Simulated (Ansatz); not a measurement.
The parent structure is AlSb in the zinc blende structure (space group F-43m, No. 216; a = 6.157 Å).

Levels (all Ansatz, an electronic-structure program, PAW): PBEsol (420 eV, no SOC); r2SCAN (500 eV, no spin-orbit coupling).

Its gap is 1.14 eV with PBEsol and 1.49 eV with r2SCAN.

The change: cell and atoms relaxed at a pressure of 10 GPa.

With PBEsol the gap becomes 0.87 eV.

Problem. If the r2SCAN correction stayed the same, what would the r2SCAN gap be, and what does the r2SCAN run give?

Solution. A rigid correction of +0.35 eV gives 1.22 eV. The r2SCAN run gives 1.25 eV, so the two effects roughly add.

Single points use the geometry relaxed with PBEsol. With Sb present, leaving out spin-orbit coupling can change the band edges. Load acts through the strain it causes; cell and atoms are relaxed under it. Stability against distortions was not tested. Measured, AlSb leaves this structure (for a Cmcm phase) near 8.1 GPa (temperature not stated; as listed in Datta, Sujoy, Jana, Debnarayan, arXiv (2020)), on rising pressure, with hysteresis.
